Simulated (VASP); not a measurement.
# CdS (P6_3mc) in VASP: a series of runs

The runs below take CdS through single point, with PBE.

Program: VASP 6.6.1. These are calculated values, not measurements. Logs are shortened: lines on timing, memory, paths and dates and some standing lists are left out, and cuts for length are marked.

**What was measured.**

“Isotope dependence of band-gap energy”, 2008, arxiv:0807.2152 quotes, for a bulk crystal of CdS: band gap 2.5809 ± 0.0002 eV.

The runs below are set against these values where they give the same quantity.

### 1 The crystal as given

The structure is hexagonal, space group P6_3mc (No. 186). The conventional cell has a = 4.135 Å, b = 4.135 Å, c = 6.749 Å, α = 90.00°, β = 90.00°, γ = 120.00°. Cd (site symmetry 3m) is surrounded by 4 S at 2.51 to 2.60 Å. S (site symmetry 3m) is surrounded by 4 Cd at 2.51 to 2.60 Å.

### 2 Single point, PBE

Contents of INCAR:

```
SYSTEM = CdS
PREC     = Accurate       ! precision mode
ENCUT    = 520            ! plane-wave cutoff, eV
EDIFF    = 1E-6           ! SCF threshold, eV
ISMEAR   = 0              ! smearing method
SIGMA    = 0.05           ! smearing width, eV
LREAL    = .False.        ! projectors in reciprocal space
LASPH    = .True.         ! aspherical terms in the spheres
NELM     = 100            ! most SCF steps
ALGO     = Normal         ! electronic algorithm
ISIF     = 2              ! what is computed and relaxed
LWAVE    = .False.        ! write WAVECAR
LCHARG   = .False.        ! write CHGCAR
GGA      = PE             ! functional
NBANDS   = 26             ! bands
```

Contents of KPOINTS:

```
Automatic mesh
0
Gamma
  9 9 4
  0 0 0
```

Contents of POSCAR:

```
CdS
1.0
    4.1347992034      0.0000000000      0.0000000000
   -2.0673996017      3.5808411497      0.0000000000
    0.0000000000      0.0000000000      6.7490000000
Cd S
2 2
Direct
    0.3333333333      0.6666666667      0.0000000000
    0.6666666667      0.3333333333      0.5000000000
    0.3333333333      0.6666666667      0.3850000000
    0.6666666667      0.3333333333      0.8850000000
```

Potentials or basis: VASP PAW PBE potentials, release 64 (Cd, S).

Command:

```console
$ cat potpaw_PBE.64/Cd/POTCAR potpaw_PBE.64/S/POTCAR > POTCAR
$ mpirun -np 1 vasp_std > vasp.out
```

OUTCAR:

```text
SYSTEM = CdS
   PREC = Accurate
   ENCUT = 520
   EDIFF = 1E-6
   ISMEAR = 0
   LREAL = .False.
   LASPH = .True.
   NELM = 100
   ISIF = 2
   GGA = PE

 ion  position               nearest neighbor table
   1  0.333  0.667  0.000-   4 2.51   4 2.51   4 2.51   3 2.60
   2  0.667  0.333  0.500-   3 2.51   3 2.51   3 2.51   4 2.60
   3  0.333  0.667  0.385-   2 2.51   2 2.51   2 2.51   1 2.60
   4  0.667  0.333  0.885-   1 2.51   1 2.51   1 2.51   2 2.60

  LATTYP: Found a hexagonal cell.
 ALAT       =     4.1347992034
 C/A-ratio  =     1.6322437120

  Lattice vectors:

 A1 = (   4.1347992034,   0.0000000000,   0.0000000000)
 A2 = (  -2.0673996017,   3.5808411497,   0.0000000000)
 A3 = (   0.0000000000,   0.0000000000,   6.7490000000)

Analysis of symmetry for initial positions (statically):
=====================================================================
 Subroutine PRICEL returns:
 Original cell was already a primitive cell.

 Routine SETGRP: Setting up the symmetry group for a
 hexagonal supercell.

 Subroutine GETGRP returns: Found 12 space group operations
 (whereof  6 operations were pure point group operations)
 out of a pool of 24 trial point group operations.

The static configuration has the point symmetry C_3v.
 The point group associated with its full space group is C_6v.

Analysis of symmetry for dynamics (positions and initial velocities):
=====================================================================
 Subroutine PRICEL returns:
 Original cell was already a primitive cell.

 Routine SETGRP: Setting up the symmetry group for a
 hexagonal supercell.

 Subroutine GETGRP returns: Found 12 space group operations
 (whereof  6 operations were pure point group operations)
 out of a pool of 24 trial point group operations.

The dynamic configuration has the point symmetry C_3v.
 The point group associated with its full space group is C_6v.

 Subroutine INISYM returns: Found 12 space group operations
 (whereof  6 operations are pure point group operations),
 and found     1 'primitive' translations

----------------------------------------------------------------------------------------

                                     Primitive cell

  volume of cell :      99.9261

  direct lattice vectors                    reciprocal lattice vectors
     4.134799203  0.000000000  0.000000000     0.241849713  0.139631997  0.000000000
    -2.067399602  3.580841150  0.000000000     0.000000000  0.279263994  0.000000000
     0.000000000  0.000000000  6.749000000     0.000000000  0.000000000  0.148170099

  length of vectors
     4.134799203  4.134799203  6.749000000     0.279263994  0.279263994  0.148170099

  position of ions in fractional coordinates (direct lattice)
     0.333333333  0.666666667  0.000000000
     0.666666667  0.333333333  0.500000000
     0.333333333  0.666666667  0.385000000
     0.666666667  0.333333333  0.885000000

  ion indices of the primitive-cell ions
   primitive index   ion index
                 1           1
                 2           2
                 3           3
                 4           4

----------------------------------------------------------------------------------------

 KPOINTS: Automatic mesh

Automatic generation of k-mesh.
 Grid dimensions read from file:
 generate k-points for:    9    9    4

 Generating k-lattice:

  Cartesian coordinates                     Fractional coordinates (reciprocal lattice)
     0.026872190  0.015514666  0.000000000     0.111111111  0.000000000  0.000000000
     0.000000000  0.031029333  0.000000000     0.000000000  0.111111111  0.000000000
     0.000000000  0.000000000  0.037042525     0.000000000  0.000000000  0.250000000

  Length of vectors
     0.031029333  0.031029333  0.037042525

  Shift w.r.t. Gamma in fractional coordinates (k-lattice)
     0.000000000  0.000000000  0.000000000

 Subroutine IBZKPT returns following result:
 ===========================================

 Found     36 irreducible k-points:

 Following reciprocal coordinates:
            Coordinates               Weight
  0.000000  0.000000  0.000000      1.000000
  0.111111  0.000000  0.000000      6.000000
  0.222222  0.000000  0.000000      6.000000
  0.333333  0.000000  0.000000      6.000000
  0.444444  0.000000  0.000000      6.000000
  0.111111  0.111111  0.000000      6.000000
[... 16 lines left out ...]
  0.333333  0.222222  0.250000     24.000000
  0.333333  0.333333  0.250000      4.000000
 [... further k-points ...]
   k-points           NKPTS =     36   k-points in BZ     NKDIM =     36   number of bands    NBANDS=     26
   number of dos      NEDOS =    301   number of ions     NIONS =      4
   total plane-waves  NPLWV =  51200
   dimension x,y,z NGX =    32 NGY =   32 NGZ =   50
   dimension x,y,z NGXF=    64 NGYF=   64 NGZF=  100
   ions per type =               2   2
   NGX,Y,Z   is equivalent  to a cutoff of  12.87, 12.87, 12.32 a.u.
   NGXF,Y,Z  is equivalent  to a cutoff of  25.73, 25.73, 24.63 a.u.
 SYSTEM =  CdS
   PREC   = accura    normal or accurate (medium, high low for compatibility)
   ISTART =      0    job   : 0-new  1-cont  2-samecut
   ICHARG =      2    charge: 1-file 2-atom 10-const
   ISPIN  =      1    spin polarized calculation?
   LNONCOLLINEAR =      F non collinear calculations
   LSORBIT =      F    spin-orbit coupling
   LASPH  =      T    aspherical Exc in radial PAW
   ENCUT  =  520.0 eV  38.22 Ry    6.18 a.u.   7.69  7.69 12.55*2*pi/ulx,y,z
   NELM   =    100;   NELMIN=  2; NELMDL= -5     # of ELM steps
   EDIFF  = 0.1E-05   stopping-criterion for ELM
   LREAL  =      F    real-space projection
   EDIFFG = 0.1E-04   stopping-criterion for IOM
   NSW    =      0    number of steps for IOM
   IBRION =     -1    ionic relax: 0-MD 1-quasi-New 2-CG
   NFREE  =      0    steps in history (QN), initial steepest desc. (CG)
   ISIF   =      2    stress and relaxation
   ISYM   =      2    0-nonsym 1-usesym 2-fastsym
   POTIM  = 0.5000    time-step for ionic-motion
   TEBEG  =    0.0;   TEEND  =   0.0 temperature during run
   PSTRESS=    0.0 pullay stress
   NELECT =      36.0000    total number of electrons
   NUPDOWN=      -1.0000    fix difference up-down
   EMIN   =  10.00;   EMAX   =-10.00  energy-range for DOS
   EFERMI =   0.00;   METHOD = LEGACY
   ISMEAR =     0;   SIGMA  =   0.05  broadening in eV -4-tet -1-fermi 0-gaus
   EFERMI_NEDOS =   21; number of points for ismear=-14 and -15
   IALGO  =     38    algorithm
   IMIX   =      4    mixing-type and parameters
     AMIX     =   0.40;   BMIX     =  1.00
     AMIX_MAG =   1.60;   BMIX_MAG =  1.00
  volume/ion in A,a.u.               =      24.98       168.58
  Fermi-wavevector in a.u.,A,eV,Ry     =   1.164884  2.201312 18.462491  1.356955
  Thomas-Fermi vector in A             =   2.301417
   LORBIT       =      0    0 simple, 1 ext, 2 COOP (PROOUT), +10 PAW based schemes
   GGA     = PE    functional components
   LHFCALC =     F    Hartree Fock is set to
   AEXX    =    0.0000 exact exchange contribution
   IVDW    =     0    specifies the selected vdW correction
   LEPSILON=     F    determine dielectric tensor
   LRPA    =     F    only Hartree local field effects (RPA)
 non-spin polarized calculation
 Gauss-broadening in eV      SIGMA  =   0.05
  energy-cutoff  :      520.00
  volume of cell :       99.93
 maximum number of plane-waves:      2731
 NGX is ok and might be reduce to    32
   NGX = 15   NGY = 15   NGZ = 25

 number of electron      35.9999994 magnetization

 Free energy of the ion-electron system (eV)
  ---------------------------------------------------
  ext. energy  EPLUGINS =         0.00000000
  ---------------------------------------------------
  free energy    TOTEN  =       -12.24206748 eV

  energy without entropy =      -12.24206748  energy(sigma->0) =      -12.24206748

 E-fermi :   1.4755     XC(G=0):  -9.1096

 val. band max:        1.2478133234   @ k =   0.0000   0.0000   0.0000
 cond. band min:       2.4772472666   @ k =   0.0000   0.0000   0.0000
 fundamental gap:      1.2294339433
 Fermi energy:         1.4755180107

 k-point     1 :       0.0000    0.0000    0.0000
  band No.  band energies     occupation
      1     -11.0841      2.00000
      2     -10.6735      2.00000
      3      -6.4535      2.00000
      4      -6.4535      2.00000
      5      -6.3845      2.00000
      6      -6.3845      2.00000
[... 18 lines left out ...]
     25       8.7928      0.00000
     26       8.9200      0.00000

 k-point     2 :       0.1111    0.0000    0.0000
  band No.  band energies     occupation
      1     -11.0398      2.00000
      2     -10.6524      2.00000
      3      -6.4326      2.00000
      4      -6.4298      2.00000
      5      -6.3662      2.00000
      6      -6.3579      2.00000
[... 18 lines left out ...]
     25       8.7894      0.00000
     26       9.0706      0.00000

 k-point     3 :       0.2222    0.0000    0.0000
  band No.  band energies     occupation
      1     -10.9241      2.00000
      2     -10.6022      2.00000
      3      -6.3833      2.00000
      4      -6.3718      2.00000
      5      -6.2900      2.00000
      6      -6.2895      2.00000
[... 18 lines left out ...]
     25       9.0101      0.00000
     26       9.8071      0.00000

 k-point     4 :       0.3333    0.0000    0.0000
  band No.  band energies     occupation
      1     -10.7830      2.00000
      2     -10.5540      2.00000
      3      -6.3374      2.00000
      4      -6.3354      2.00000
      5      -6.2116      2.00000
      6      -6.1835      2.00000
[... 18 lines left out ...]
     25       9.5760      0.00000
     26      10.0874      0.00000
[... 496 lines left out ...]
      1     -10.6856      2.00000
      2     -10.5604      2.00000
      3      -6.3217      2.00000
      4      -6.2767      2.00000
      5      -6.2075      2.00000
      6      -6.2002      2.00000
[... 18 lines left out ...]
     25       9.1713      0.00000
     26      10.3435      0.00000

 k-point    23 :       0.3333    0.2222    0.2500
  band No.  band energies     occupation
      1     -10.6075      2.00000
      2     -10.5450      2.00000
      3      -6.3140      2.00000
      4      -6.2456      2.00000
      5      -6.1823      2.00000
      6      -6.1701      2.00000
[... 18 lines left out ...]
     25       9.8442      0.00000
     26      10.5441      0.00000

 k-point    24 :       0.3333    0.3333    0.2500
  band No.  band energies     occupation
      1     -10.5605      2.00000
      2     -10.5605      2.00000
      3      -6.3163      2.00000
      4      -6.1966      2.00000
      5      -6.1966      2.00000
      6      -6.1626      2.00000
[... 18 lines left out ...]
     25      10.6181      0.00000
     26      10.6785      0.00000

 [... further k-points ...]
[... 5 lines left out ...]
  --------------------------------------------------------------------------------------
  -------------------------------------------------------------------------------------
  Total        2.2750016      2.2750016      0.8292419      0.0000000      0.0000000      0.0000000
  in kB       36.4765188     36.4765188     13.2957518      0.0000000      0.0000000      0.0000000
  external PRESSURE =      28.7495964 kB  Pullay stress =       0.0000000 kB

 VOLUME and BASIS-vectors are now :
 -----------------------------------------------------------------------------
  energy-cutoff  :      520.00
  volume of cell :       99.93
      direct lattice vectors                 reciprocal lattice vectors
     4.134799203  0.000000000  0.000000000     0.241849713  0.139631997  0.000000000
    -2.067399602  3.580841150  0.000000000     0.000000000  0.279263994  0.000000000
     0.000000000  0.000000000  6.749000000     0.000000000  0.000000000  0.148170099

 POSITION                                       TOTAL-FORCE (eV/Angst)
 -----------------------------------------------------------------------------------
     -0.00000      2.38723      0.00000         0.000000     -0.000000      0.268487
      2.06740      1.19361      3.37450        -0.000000      0.000000      0.268487
     -0.00000      2.38723      2.59836         0.000000     -0.000000     -0.268487
      2.06740      1.19361      5.97286        -0.000000     -0.000000     -0.268487
 -----------------------------------------------------------------------------------
    total drift:                               -0.000000     -0.000000     -0.000636

  FREE ENERGIE OF THE ION-ELECTRON SYSTEM (eV)
  ---------------------------------------------------
  free  energy   TOTEN  =       -12.2420674775 eV

  energy  without entropy=      -12.2420674775  energy(sigma->0) =      -12.24206748
```

It took 28 s on 1 thread of Intel Xeon 6975P-C (Granite Rapids), shared host; peak memory 0.25 GiB.

What came out:

```
Free energy            : -12.2421 eV
Pressure               : 2.9 GPa
Largest force          : 0.268 eV/Å
Band gap on the k mesh : 1.23 eV, direct
```

Forces in eV/Å, atoms in the order of the input:
```
Cd   0.000  0.000  0.268
Cd   0.000  0.000  0.268
S    0.000  0.000 -0.268
S    0.000  0.000 -0.268
```

### 3 Single point, PBE

Contents of INCAR:

```
ALGO     = Fast           # electronic algorithm
EDIFF    = 1E-7           # SCF threshold, eV
ENCUT    = 520            # plane-wave cutoff, eV
GGA      = PE             # functional
ISIF     = 2              # what is computed and relaxed
ISMEAR   = 0              # smearing method
LASPH    = T              # aspherical terms in the spheres
LCHARG   = T              # write CHGCAR
LELF     = T              # ELF
LREAL    = F              # projectors in reciprocal space
LVHAR    = T            
LWAVE    = F              # write WAVECAR
NBANDS   = 26             # bands
NELM     = 100            # most SCF steps
PREC     = Accurate       # precision mode
SIGMA    = 0.05           # smearing width, eV
```

Contents of KPOINTS:

```
k-points
0
Gamma
  9 9 6
```

POSCAR is that of step 2.

Potentials or basis: VASP PAW PBE potentials, release 64 (Cd, S).

Command:

```console
$ cat potpaw_PBE.64/Cd/POTCAR potpaw_PBE.64/S/POTCAR > POTCAR
$ mpirun -np 1 vasp_std > vasp.out
```

Run time: 47 s. Hardware: 1 thread of Intel Xeon 6975P-C (Granite Rapids), shared host; peak memory 0.27 GiB.

The run converged. Its results:

| Property | Result |
| --- | --- |
| Free energy | -12.2422 eV |
| Pressure | 2.9 GPa |
| Largest force | 0.269 eV/Å |
| Band gap on the k mesh | 1.23 eV, direct |

Forces on the atoms (eV/Å):
```
Cd   0.000  0.000  0.269
Cd   0.000  0.000  0.269
S    0.000  0.000 -0.269
S    0.000  0.000 -0.269
```

Stress tensor (GPa, compression positive):
```
3.66 0.00 0.00
0.00 3.66 0.00
0.00 0.00 1.35
```

Levels at points of the mesh, in eV from the valence-band top:
```tsv
k point	band 16	band 17	band 18	band 19	band 20	band 21
(0.00, 0.00, 0.00)	-0.04	0.00	0.00	1.23	2.73	6.49
(0.00, 0.00, 0.50)	-0.36	-0.36	-0.36	2.83	2.83	6.14
```

Caveat: an odd mesh through Γ misses points on the zone boundary, where band edges often lie.

### 4 Against experiment

Step 2. Measured gap of CdS: 2.5809 eV (quoted in “Isotope dependence of band-gap energy”, 2008, arxiv:0807.2152). This calculation gives 1.23 eV (-1.35 eV). So large a miss can be the level of theory's own, or it may mean another phase, state or a wrong row. Spin-orbit coupling on Cd is left out. The value is that of PBE, without temperature or zero-point motion. Semilocal functionals fall short of measured gaps as a rule.

Step 3. The gap isn't set beside the deposited one, since this odd mesh misses points on the zone boundary.
